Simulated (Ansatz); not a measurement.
BeO:
```cif
data_Be2O2
_chemical_formula_sum 'Be2 O2'
_space_group_name_H-M_alt 'P63mc'
_space_group_IT_number 186
_space_group_name_Hall 'P 6c -2c'
_cell_length_a 2.66455
_cell_length_b 2.66455
_cell_length_c 4.32935
_cell_angle_alpha 90.000
_cell_angle_beta 90.000
_cell_angle_gamma 120.000
loop_
_atom_site_label
_atom_site_type_symbol
_atom_site_symmetry_multiplicity
_atom_site_Wyckoff_symbol
_atom_site_fract_x
_atom_site_fract_y
_atom_site_fract_z
_atom_site_occupancy
Be1 Be 2 b 0.66667 0.33333 0.00024 1
O1 O 2 b 0.66667 0.33333 0.37776 1
```

Relaxed with LDA.

**Question.** Decompose the optical modes at the zone centre into irreducible representations, and say which are infrared and Raman allowed.

**Answer.** Point group 6mm: Γ_opt = A1 + 2B1 + E1 + 2E2. Infrared: A1, E1. Raman: A1, E1, E2.

**Question.** Assign frequencies (DFPT, DFT-LDA in the program Ansatz with PAW potentials; without the LO–TO term).

**Answer.** E2 330, A1 718, E2 720, B1 723, E1 758, B1 895 cm⁻¹.

Subscripts of B labels follow the axes of the standard setting.

Space group P6_3mc (wurtzite). The LDA relaxation kept the symmetry of its start; phonons on a q-mesh show no instability.

Potentials: the later of the program's two PAW sets.
